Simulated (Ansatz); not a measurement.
## V, simple cubic: how the functional moves the structure

All rows: Ansatz, plane waves with scalar-relativistic PAW, 420 eV (500 eV for the SCAN forms), relaxed under each functional, no dispersion correction, no zero-point motion. B₀ comes from uniform scaling at fixed shape; a dash is a value not given.

```tsv
functional	V (Å³/atom)	cell	B₀ (GPa)	magnetic state	ΔE to bcc (meV/atom)
PBE	14.60	a = 2.444 Å	138	non-magnetic	847
PBEsol	14.01	a = 2.411 Å	147	spin not included	881
LDA	13.49	a = 2.381 Å	159	spin not included	857
revPBE	14.95	a = 2.463 Å	126	spin not included	843
RPBE	15.07	a = 2.470 Å	124	spin not included	841
BLYP	15.19	a = 2.476 Å	122	spin not included	692
```

LDA gives the smallest volume and BLYP the largest.
